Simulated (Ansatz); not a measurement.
I under changes of volume

One of the cells (40.553 Å³/atom); the others are scaled copies at fixed shape and fractional positions:

```
CELL_PARAMETERS angstrom
0.00000 2.36560 3.90984
2.19225 0.00000 3.90984
2.19225 2.36560 0.00000
ATOMIC_POSITIONS crystal
I 0.00000 0.00000 0.00000
```

| Quantity | Value |
| --- | --- |
| Program | Ansatz 0.2.0 |
| Functional | r2SCAN |
| Potentials or basis | Ansatz PAW |
| Cutoff | 500 eV (not typed: the program's choice for these potentials) |
| k mesh | 9 × 9 × 9 |
| Occupations | fermi-dirac, width 0.05 eV |
| Spin | no spin polarisation |

| volume (Å³/atom) | energy over the lowest point (meV/atom) | pressure (GPa) |
| --- | --- | --- |
| 38.120 | ? | ? |
| 38.931 | 5.71 | 1.2 |
| 39.742 | 1.30 | 0.6 |
| 40.553 | 0.00 | 0.0 |
| 41.364 | 1.45 | -0.5 |
| 42.175 | 5.31 | -1.0 |
| 42.986 | 11.31 | -1.3 |

Task: What does the run at 38.120 Å³/atom give?

Result: Energy over the lowest point 13.66 meV/atom; pressure 2.0 GPa.

Worked out: A Birch-Murnaghan fit of order 3 (a polynomial in V^(-2/3)) to the other rows has its minimum at 40.51 Å³/atom with B0 = V·E''(V) = 27 GPa and B' = 5.3 at fixed shape and positions, which overstates the stiffness. It gives 13.65 meV/atom at 38.120 Å³/atom, against the run's 13.66, and -dE/dV = 1.9 GPa, against 2.0.

Energies are extrapolated to zero smearing.

Caveats: an odd number of electrons without spin polarisation forces a metal; a magnetic or distorted state may lie lower; the PAW data sets come from PBE, with cores solved anew for the run's functional, which leaves a small shift of forces and pressure.
